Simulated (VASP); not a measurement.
Runs of VASP 6.6.1 on KF. It takes space group Fm-3m (No. 225, cubic). Conventional cell: a = 5.309 Å, b = 5.309 Å, c = 5.309 Å, α = 90.00°, β = 90.00°, γ = 90.00°. K (site symmetry m-3m) is surrounded by 6 F at 2.65 Å. F (site symmetry m-3m) has 6 K at 2.65 Å as nearest neighbours. The cell is a database's computed one.

```tsv
level	potentials or basis	k mesh	cutoff (eV)	smearing	gap on the mesh (eV)	pressure (GPa)
PBEsol	VASP PAW PBE potentials, release 64 (K_sv, F)	12 × 12 × 12	520	gaussian 0.02 eV	6.13	0.0
PBEsol	VASP PAW PBE potentials, release 64 (K_sv, F)	8 × 8 × 8	520	gaussian 0.5 eV	6.13	0.0
PBEsol	VASP PAW PBE potentials, release 64 (K_sv, F_h)	8 × 8 × 8	900	gaussian 0.02 eV	6.13	-0.3
PBEsol	VASP PAW PBE potentials, release 64 (K_sv, F)	8 × 8 × 8	700	gaussian 0.02 eV	6.13	0.0
r2SCAN	VASP PAW PBE potentials, release 64 (K_sv, F)	8 × 8 × 8	520	gaussian 0.02 eV	(a)	0.2
```

Alike in all rows: task single point; no spin polarisation; cell as given.

Question: Estimate the missing entries.

Answer: (a) 6.94.

Caveats: the PAW data sets were made with another functional, which shifts forces and pressure a little; the cutoff is under 1.25 times the usual one of these potentials, so pressure, stress and relaxed cells hold a basis-set (Pulay) error (some runs).

A k mesh can miss the band edges.

Not every run made on this cell is shown here.
